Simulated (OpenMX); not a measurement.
Crystal: As.

```
CELL_PARAMETERS angstrom
1.88080 1.08588 3.51406
-1.88080 1.08588 3.51406
0.00000 -2.17176 3.51406
ATOMIC_POSITIONS crystal
As 0.22600 0.22600 0.22600
As 0.77400 0.77400 0.77400
```

Base run:

* Program: OpenMX 3.8.5
* Functional: PBE
* Potentials or basis: OpenMX 2013 PBE set, As7.0-s3p2d1, grid cutoff 500 Ry
* k mesh: 9 × 9 × 9
* Occupations: fermi-dirac, width 0.05 eV
* Spin: no spin polarisation

Its results: pressure 10.9 GPa; largest force 1.659 eV/Å.

Question: The run is repeated on the same cell with these changes: potentials or basis from OpenMX 2013 PBE set, As7.0-s3p2d1, grid cutoff 500 Ry to OpenMX 2013 PBE set, As7.0-s3p2d2f1, grid cutoff 500 Ry. What comes out?

Answer: Pressure 5.7 GPa; largest force 0.983 eV/Å.

Caveats: the basis of atomic orbitals isn't converged, which shifts pressures, moduli and gaps; forces of over 1 eV/Å show positions far from the minimum, so gaps and moduli don't describe the material at rest (some runs).

Not every run made on this cell is shown here.
